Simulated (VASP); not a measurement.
Here is a VASP 6.6.1 calculation.

File INCAR:

```
SYSTEM = FeSi2
PREC = Accurate
ENCUT = 600
EDIFF = 1E-6
ISMEAR = 0
SIGMA = 0.1
LREAL = .FALSE.
LASPH = .TRUE.
NELM = 100
ALGO = Fast
ISIF = 3
LWAVE = .FALSE.
LCHARG = .FALSE.
GGA = PS
IBRION = 2
NSW = 100
EDIFFG = -0.005
```

File KPOINTS:

```
regular mesh
0
G
  16 16 8
  0 0 0
```

File POSCAR:

```
FeSi2
1.0
    2.6840000000      0.0000000000      0.0000000000
    0.0000000000      2.6840000000      0.0000000000
    0.0000000000      0.0000000000      5.1280000000
Fe Si
1 2
Direct
    0.0000000000      0.0000000000      0.0000000000
    0.5000000000      0.5000000000      0.2700000000
    0.5000000000      0.5000000000      0.7300000000
```

Potentials or basis: VASP PAW PBE potentials, release 64 (Fe, Si).

The run is started by

```console
$ cat potpaw_PBE.64/Fe/POTCAR potpaw_PBE.64/Si/POTCAR > POTCAR
$ mpirun -np 1 vasp_std > vasp.out
```

Question: What does it give for the relaxed volume?

Answer: 12.22 Å³/atom.

Question: Estimate the band gap on the k mesh.

Answer: None (metal or under the smearing width).

Question: What does it give for the space group after relaxing (to 0.05 Å)?

Answer: P4/mmm (No. 123).

Final structure:
```cif
data_structure
_symmetry_space_group_name_H-M 'P 1'
_symmetry_Int_Tables_number 1
_cell_length_a 2.6780
_cell_length_b 2.6780
_cell_length_c 5.1099
_cell_angle_alpha 90.000
_cell_angle_beta 90.000
_cell_angle_gamma 90.000
_cell_volume 36.65
loop_
_atom_site_label
_atom_site_type_symbol
_atom_site_fract_x
_atom_site_fract_y
_atom_site_fract_z
_atom_site_occupancy
Fe1 Fe 0.00000 0.00000 0.00000 1
Si1 Si 0.50000 0.50000 0.27203 1
Si2 Si 0.50000 0.50000 0.72797 1
```

Caveat: the PAW data sets were made with another functional, which shifts forces and pressure a little. Spin polarisation is off, so any magnetic state and its effect on volume and gap are missing.
